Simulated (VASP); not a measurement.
# HfB2 (P6/mmm) in VASP: a series of runs

Runs on HfB2. Level: RPBE. Tasks: single point.

Everything below comes from runs of VASP 6.6.1. Logs are shortened: lines on timing, memory, paths and dates and some standing lists are left out, and cuts for length are marked.

## 1. The structure

The structure is hexagonal, space group P6/mmm (No. 191). Conventional cell: a = 3.140 Å, b = 3.140 Å, c = 3.480 Å, α = 90.00°, β = 90.00°, γ = 120.00°. Around Hf (site symmetry 6/mmm) lie 12 B at 2.51 Å. B (site symmetry -6m2) has 3 B at 1.81 Å as nearest neighbours.

## 2. Single point, RPBE

The input, INCAR:

```
SYSTEM = HfB2
  PREC = Accurate
  ENCUT = 520
  EDIFF = 1E-6
  ISMEAR = 0
  SIGMA = 0.05
  LREAL = .FALSE.
  LASPH = .TRUE.
  NELM = 60
  ALGO = Normal
  ISIF = 2
  LWAVE = .FALSE.
  LCHARG = .FALSE.
  GGA = RP
  NBANDS = 15
```

The input, KPOINTS:

```
regular mesh
0
G
  10 10 8
  0 0 0
```

The input, POSCAR:

```
HfB2
1.0
    3.1400000000      0.0000000000      0.0000000000
   -1.5700000000      2.7193197679      0.0000000000
    0.0000000000      0.0000000000      3.4800000000
Hf B
1 2
Cartesian
    0.0000000000      0.0000000000      0.0000000000
    1.5700000002      0.9064399225      1.7400000000
   -0.0000000002      1.8128798454      1.7400000000
```

Potentials or basis: VASP PAW PBE potentials, release 54 (Hf_pv, B).

Command:

```console
cat potpaw_PBE.54/Hf_pv/POTCAR potpaw_PBE.54/B/POTCAR > POTCAR
mpirun -np 1 vasp_std > vasp.out
```

OUTCAR:

```text
SYSTEM = HfB2
   PREC = Accurate
   ENCUT = 520
   EDIFF = 1E-6
   ISMEAR = 0
   LREAL = .FALSE.
   LASPH = .TRUE.
   NELM = 60
   ISIF = 2
   GGA = RP

 ion  position               nearest neighbor table
   1  0.000  0.000  0.000-   2 2.51   3 2.51   2 2.51   3 2.51   2 2.51   2 2.51   3 2.51   3 2.51
                             2 2.51   2 2.51   3 2.51   3 2.51
   2  0.667  0.333  0.500-   3 1.81   3 1.81   3 1.81   1 2.51   1 2.51   1 2.51   1 2.51   1 2.51
                             1 2.51
   3  0.333  0.667  0.500-   2 1.81   2 1.81   2 1.81   1 2.51   1 2.51   1 2.51   1 2.51   1 2.51
                             1 2.51

  LATTYP: Found a hexagonal cell.
 ALAT       =     3.1400000000
 C/A-ratio  =     1.1082802548

  Lattice vectors:

 A1 = (   3.1400000000,   0.0000000000,   0.0000000000)
 A2 = (  -1.5700000000,   2.7193197679,   0.0000000000)
 A3 = (   0.0000000000,   0.0000000000,   3.4800000000)

Analysis of symmetry for initial positions (statically):
=====================================================================
 Subroutine PRICEL returns:
 Original cell was already a primitive cell.

 Routine SETGRP: Setting up the symmetry group for a
 hexagonal supercell.

 Subroutine GETGRP returns: Found 24 space group operations
 (whereof 24 operations were pure point group operations)
 out of a pool of 24 trial point group operations.

The static configuration has the point symmetry D_6h.

Analysis of symmetry for dynamics (positions and initial velocities):
=====================================================================
 Subroutine PRICEL returns:
 Original cell was already a primitive cell.

 Routine SETGRP: Setting up the symmetry group for a
 hexagonal supercell.

 Subroutine GETGRP returns: Found 24 space group operations
 (whereof 24 operations were pure point group operations)
 out of a pool of 24 trial point group operations.

The dynamic configuration has the point symmetry D_6h.

 Subroutine INISYM returns: Found 24 space group operations
 (whereof 24 operations are pure point group operations),
 and found     1 'primitive' translations

----------------------------------------------------------------------------------------

                                     Primitive cell

  volume of cell :      29.7146

  direct lattice vectors                    reciprocal lattice vectors
     3.140000000  0.000000000  0.000000000     0.318471338  0.183869512  0.000000000
    -1.570000000  2.719319768  0.000000000     0.000000000  0.367739025  0.000000000
[... 129 lines left out ...]
   EFERMI_NEDOS =   21; number of points for ismear=-14 and -15
   IALGO  =     38    algorithm
   IMIX   =      4    mixing-type and parameters
     AMIX     =   0.40;   BMIX     =  1.00
     AMIX_MAG =   1.60;   BMIX_MAG =  1.00
  volume/ion in A,a.u.               =       9.90        66.84
  Fermi-wavevector in a.u.,A,eV,Ry     =   1.331860  2.516850 24.134693  1.773850
  Thomas-Fermi vector in A             =   2.460838
   LORBIT       =      0    0 simple, 1 ext, 2 COOP (PROOUT), +10 PAW based schemes
   GGA     = RP    functional components
   LHFCALC =     F    Hartree Fock is set to
   AEXX    =    0.0000 exact exchange contribution
   IVDW    =     0    specifies the selected vdW correction
   LEPSILON=     F    determine dielectric tensor
   LRPA    =     F    only Hartree local field effects (RPA)
 non-spin polarized calculation
 Gauss-broadening in eV      SIGMA  =   0.05
  energy-cutoff  :      520.00
  volume of cell :       29.71
 maximum number of plane-waves:       816
 NGX is ok and might be reduce to    24
   NGX = 11   NGY = 11   NGZ = 13

 number of electron      15.9999998 magnetization

 Free energy of the ion-electron system (eV)
  ---------------------------------------------------
  ext. energy  EPLUGINS =         0.00000000
  ---------------------------------------------------
  free energy    TOTEN  =       -25.27643976 eV

  energy without entropy =      -25.27559804  energy(sigma->0) =      -25.27601890

 E-fermi :   7.6381     XC(G=0): -12.5606

 val. band max:        7.6189325670   @ k =   0.2000   0.2000   0.1250
 cond. band min:       7.9184627264   @ k =   0.1000   0.1000   0.2500
 fundamental gap:      0.2995301594
 Fermi energy:         7.6381407452

 k-point     1 :       0.0000    0.0000    0.0000
  band No.  band energies     occupation
      1     -22.8829      2.00000
      2     -22.3975      2.00000
      3     -22.3975      2.00000
      4      -6.0309      2.00000
      5       4.7764      2.00000
      6       4.8847      2.00000
      7       4.8847      2.00000
      8       4.9779      2.00000
      9      11.8261      0.00000
     10      11.8261      0.00000
     11      12.4675      0.00000
     12      12.4675      0.00000
     13      12.7169      0.00000
     14      12.7655      0.00000
[... 689 lines left out ...]
      2     -22.8676      2.00000
      3     -22.6878      2.00000
      4      -2.4105      2.00000
      5       0.0762      2.00000
      6       1.8995      2.00000
      7       4.1979      2.00000
      8       5.2899      2.00000
      9       9.8871      0.00000
     10      12.1983      0.00000
     11      12.8019      0.00000
     12      14.3754      0.00000
     13      15.1907      0.00000
     14      17.2647      0.00000
     15      17.8712      0.00000

 [... further k-points ...]

------------------------ aborting loop because EDIFF is reached ----------------------------------------

  FORCE on cell =-STRESS in cart. coord.  units (eV):
  Direction    XX          YY          ZZ          XY          YZ          ZX
  --------------------------------------------------------------------------------------
  -------------------------------------------------------------------------------------
  Total        0.9116255      0.9116255      1.0187440      0.0000000      0.0000000      0.0000000
  in kB       49.1538896     49.1538896     54.9296071      0.0000000      0.0000000      0.0000000
  external PRESSURE =      51.0791288 kB  Pullay stress =       0.0000000 kB

 VOLUME and BASIS-vectors are now :
 -----------------------------------------------------------------------------
  energy-cutoff  :      520.00
  volume of cell :       29.71
      direct lattice vectors                 reciprocal lattice vectors
     3.140000000  0.000000000  0.000000000     0.318471338  0.183869512  0.000000000
    -1.570000000  2.719319768  0.000000000     0.000000000  0.367739025  0.000000000
     0.000000000  0.000000000  3.480000000     0.000000000  0.000000000  0.287356322

 POSITION                                       TOTAL-FORCE (eV/Angst)
 -----------------------------------------------------------------------------------
      0.00000      0.00000      0.00000         0.000000      0.000000     -0.000000
      1.57000      0.90644      1.74000         0.000000     -0.000000      0.000000
     -0.00000      1.81288      1.74000        -0.000000     -0.000000     -0.000000
 -----------------------------------------------------------------------------------
    total drift:                                0.000000     -0.000000      0.000000

  FREE ENERGIE OF THE ION-ELECTRON SYSTEM (eV)
  ---------------------------------------------------
  free  energy   TOTEN  =       -25.2764397649 eV

  energy  without entropy=      -25.2755980378  energy(sigma->0) =      -25.27601890
```

stdout:

```text
POSCAR found type information on POSCAR HfB
 POSCAR found :  2 types and       3 ions
 scaLAPACK will be used
 -----------------------------------------------------------------------------
|                                                                             |
|                                                                             |
|     You enforced a specific xc type in the INCAR file but a different       |
|     I HOPE YOU KNOW WHAT YOU ARE DOING!                                     |
|                                                                             |
 -----------------------------------------------------------------------------

 LDA part: xc-table for (Slater+PW92), standard interpolation
 POSCAR, INCAR and KPOINTS ok, starting setup
 FFT: planning ... GRIDC
 FFT: planning ... GRID_SOFT
 FFT: planning ... GRID
 WAVECAR not read
 entering main loop
```

Wall time 22 s (1 thread of Intel Xeon Platinum 8488C (Sapphire Rapids), shared host); peak memory 0.16 GiB.

Results:

| Quantity | Value |
| --- | --- |
| Free energy | -25.2764 eV |
| Pressure | 5.1 GPa |
| Band gap on the k mesh | none (metal or under the smearing width) |

Levels at points of the mesh, in eV from the Fermi level:
| k point | band 4 | band 5 | band 6 | band 7 | band 8 | band 9 | band 10 | band 11 | band 12 | band 13 |
| --- | --- | --- | --- | --- | --- | --- | --- | --- | --- | --- |
| (0.00, 0.00, 0.00) | -13.67 | -2.86 | -2.75 | -2.75 | -2.66 | 4.19 | 4.19 | 4.83 | 4.83 | 5.08 |
| (0.50, 0.00, 0.00) | -9.66 | -8.98 | -3.99 | -3.30 | -2.73 | 2.24 | 2.88 | 5.73 | 5.88 | 6.41 |
| (0.00, 0.00, 0.50) | -11.28 | -8.24 | -1.05 | -1.05 | 0.47 | 0.47 | 1.15 | 1.15 | 2.40 | 5.22 |
| (0.50, 0.00, 0.50) | -10.25 | -7.41 | -4.83 | -4.57 | -2.56 | 4.10 | 4.33 | 6.41 | 7.35 | 7.52 |

Caveat: the PAW data sets were made with another functional, which shifts forces and pressure a little. Spin-orbit coupling is left out, which matters for the levels of Hf.

## 3. Single point, RPBE

The input, run.py:

```python
from ase import Atoms
from ase.calculators.vasp import Vasp
from ase.dft.bandgap import bandgap

atoms = Atoms(
    ['Hf', 'B', 'B'],
    cell=[[3.14, 0.0, 0.0], [-1.57, 2.7193197679, 0.0], [0.0, 0.0, 3.48]],
    scaled_positions=[[0.0, 0.0, 0.0], [0.6666666667, 0.3333333333, 0.5], [0.3333333333, 0.6666666667, 0.5]],
    pbc=True,
)
calc = Vasp(
    directory='calc',
    xc='rpbe',
    pp='PBE',
    setups='recommended',
    pp_version='54',
    prec='Accurate',
    encut=520,
    ediff=1e-07,
    ismear=0,
    sigma=0.05,
    lreal=False,
    lasph=True,
    nelm=60,
    algo='Normal',
    isif=2,
    lwave=False,
    lcharg=False,
    kpts=[10, 10, 8],
    gamma=True,
    nbands=15,
)
atoms.calc = calc

print('energy (eV):', atoms.get_potential_energy())
print('free energy (eV):', atoms.get_potential_energy(force_consistent=True))
print('forces (eV/A):')
print(atoms.get_forces())
print('stress (eV/A^3, Voigt):', atoms.get_stress())
print('Fermi level (eV):', calc.get_fermi_level())
gap, top, bottom = bandgap(calc)
print('band gap (eV):', gap, 'from (spin, k, band)', top, 'to', bottom)
```

Potentials or basis: VASP PAW PBE potentials, release 54 (Hf_pv, B).

Command:

```console
python run.py
```

Run time: 22 s. Hardware: 1 thread of Intel Xeon Platinum 8488C (Sapphire Rapids), shared host; peak memory 0.16 GiB.

It converged, with:

```yaml
Free_energy: -25.2764 eV
Pressure: 5.1 GPa
Band_gap_on_the_k_mesh: none (metal or under the smearing width)
```

Stress tensor (GPa, compression positive):
```
4.91 0.00 0.00
0.00 4.91 0.00
0.00 0.00 5.49
```

Levels at points of the mesh, in eV from the Fermi level:
```csv
k point,band 4,band 5,band 6,band 7,band 8,band 9,band 10,band 11,band 12,band 13
"(0.00, 0.00, 0.00)",-13.67,-2.86,-2.75,-2.75,-2.66,4.19,4.19,4.83,4.83,5.08
"(0.50, 0.00, 0.00)",-9.67,-8.98,-3.99,-3.30,-2.73,2.24,2.88,5.73,5.88,6.41
"(0.00, 0.00, 0.50)",-11.28,-8.24,-1.05,-1.05,0.47,0.47,1.15,1.15,2.40,5.22
"(0.50, 0.00, 0.50)",-10.25,-7.41,-4.83,-4.57,-2.56,4.10,4.33,6.41,7.35,7.52
```

Caveat: the PAW data sets were made with another functional, which shifts forces and pressure a little.

## 4. The reference run

An earlier run on the cell as given: functional PBEsol; potentials or basis VASP PAW PBE potentials, release 64 (Hf_pv, B); cutoff 520 eV; k mesh 10 × 10 × 8; occupations fermi-dirac, width 0.05 eV; no spin polarisation.

* Pressure: -4.4 GPa
* Band gap on the k mesh: none (metal or under the smearing width)
